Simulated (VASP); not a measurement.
TlBr:

```
CELL_PARAMETERS angstrom
3.98000 0.00000 0.00000
0.00000 3.98000 0.00000
0.00000 0.00000 3.98000
ATOMIC_POSITIONS crystal
Tl 0.00000 0.00000 0.00000
Br 0.50000 0.50000 0.50000
```

Base run:

| Property | Result |
| --- | --- |
| Program | VASP 6.6.1 |
| Functional | PBE |
| Potentials or basis | VASP PAW PBE potentials, release 64 (Tl_d, Br) |
| Cutoff | 520 eV |
| k mesh | 7 × 7 × 7 |
| Occupations | fermi-dirac, width 0.05 eV |
| Spin | no spin polarisation |

Its results: band gap on the k mesh 2.30 eV, direct; pressure 1.2 GPa.

Q: The run is repeated on the same cell with these changes: functional from PBE to PBEsol. What comes out?

A: Band gap on the k mesh 2.19 eV, direct; pressure -1.2 GPa.

PBEsol binds more tightly than PBE, so the same cell stands under less pressure.

Caveats: spin-orbit coupling is left out, which as a rule narrows the gap of such compounds by several tenths of an eV; an odd mesh through Γ misses points on the zone boundary, where band edges often lie; the PAW data sets were made with another functional, which shifts forces and pressure a little (some runs).
